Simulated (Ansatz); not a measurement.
# ZnS: the gap under pressure

ZnS, P6_3mc, a = 3.844 Å, c = 6.305 Å. The compound has several low-lying forms, and this is one of them. Ansatz: PBE, PAW, 420 eV, Γ-centred 12×12×6 mesh on 4 atoms, Gaussian smearing 0.02 eV; no spin polarisation. Cell and atoms are relaxed at each pressure, and no other structure is tried; the real crystal is known to change phase within this range, so the rows at high pressure are metastable. The gap is sought over the whole zone. The pressures are the targets, met within 0.07 GPa.

```
P (GPa) gap y (eV)
   -2.0           ?
    0.0       2.081
    2.0       2.198
    5.0       2.359
   10.0       2.575
   20.0       2.912
   40.0       2.904
```

**Question.** Fit y = E0 + αP + βP² to the other rows and predict the missing gap.

**Answer.** Least squares on the rows shown. y = 2.0767 + 0.061641 P − 0.0010228 P². So α = 61.6 meV/GPa at zero pressure. With a term in P³ added, the coefficient of P becomes 0.05689, 8 % less, which shows how far this figure hangs on the form. At P = -2.0 the fit asked for gives 1.949 eV. The run gave 1.945 eV, so the fit is 0.004 eV too high, within the rms miss on the fitted rows (0.008 eV). Note that among the fitted rows a band edge sits at another point of the zone at 40 GPa than at zero pressure, so one curve spans more than one gap.

Semilocal functionals give gaps under the measured ones; changes of the gap mostly carry over better.